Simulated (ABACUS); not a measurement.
ZrSe2:

```
Zr Se
1.0
     3.79800    0.00000    0.00000
    -1.89900    3.28916    0.00000
     0.00000    0.00000    6.19200
Zr Se
1 2
Direct
  0.00000 0.00000 0.00000
  0.66667 0.33333 0.75000
  0.33333 0.66667 0.25000
```

* Program: ABACUS 3.10.1
* Task: single point
* Functional: PBE
* Potentials or basis: PseudoDojo NC SR 0.4.1 PBE standard
* Cutoff: 1184 eV
* Density cutoff: 4735 eV
* Basis: plane waves
* k mesh: 8 × 8 × 5
* Occupations: fermi-dirac, width 0.05 eV
* Spin: no spin polarisation

On this cell: pressure 2.0 GPa; largest force 0.290 eV/Å; band gap on the k mesh 0.40 eV, indirect (least direct gap 1.05 eV).

The same run follows on a disturbed copy (atoms moved at random, drawn with an rms of 0.05 Å):

```
Zr Se
1.0
     3.79800    0.00000    0.00000
    -1.89900    3.28916    0.00000
     0.00000    0.00000    6.19200
Zr Se
1 2
Direct
  0.00943 0.99966 0.99984
  0.66955 0.32722 0.74845
  0.33833 0.67539 0.25180
```

Q: What does the disturbed cell give?

A: The energy moves by +0.1 meV/atom; pressure 1.5 GPa; largest force 0.264 eV/Å; band gap on the k mesh 0.35 eV, indirect (least direct gap 1.02 eV).

Forces in eV/Å, atoms in the order of the input:
```
Zr  -0.069  0.014  0.012
Se  -0.031  0.142 -0.200
Se   0.100 -0.157  0.187
```

Stress tensor (GPa, compression positive):
```
 1.39 -0.14  0.41
-0.14  0.71 -0.93
 0.41 -0.93  2.54
```

Caveats: an odd mesh through Γ misses points on the zone boundary, where band edges often lie; this functional lacks dispersion, which binds the layers, so the pressure and a relaxed spacing across them are unreliable (some runs).
